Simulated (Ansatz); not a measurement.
# Rh: strain energy, fitted

Rh, Fm-3m, a = 3.780 Å. Ansatz: PBEsol, PAW, 420 eV, Γ-centred 20×20×14 mesh on 2 atoms, Gaussian smearing 0.10 eV; no spin polarisation. Series: biaxial strain in the a-b plane, c and atoms relaxed; x is the strain in per cent. The axes a, b, c are those of the computed cell (2.673, 2.673, 3.780 Å), along [1 1 0], [-1 1 0], [0 0 1] of the cell named above. y is the free energy over the unstrained cell, V0 = 13.503 Å³/atom.

| x (%) | y (meV/atom) |
| --- | --- |
| -3.0 | ? |
| -2.0 | 17.36 |
| -1.0 | 4.08 |
| 0.0 | 0.00 |
| 1.0 | 4.22 |
| 2.0 | 15.88 |
| 3.0 | 34.14 |

**Question.** Fit y = c2 x² + c3 x³ to the other rows, turn c2 into a modulus, and predict the missing energy.

**Answer.** Least squares on the rows shown. y = 4.1305 x² − 0.10900 x³. In eV per unit strain² c2 is 41.30; M is the biaxial modulus (E = M V0 ε²): 41.30 × 160.2 / (13.503) = 490 GPa. At x = -3.0 the fit asked for gives 40.12 meV/atom. The run gave 40.82 meV/atom, so the fit is 0.70 meV/atom too low, 1.7 % of the span of the series, against an rms of 0.16 meV/atom on the fitted rows. The row lies outside the fitted range. With a term in x⁴ added, a fit to the same known rows predicts 39.08 meV/atom, further off still.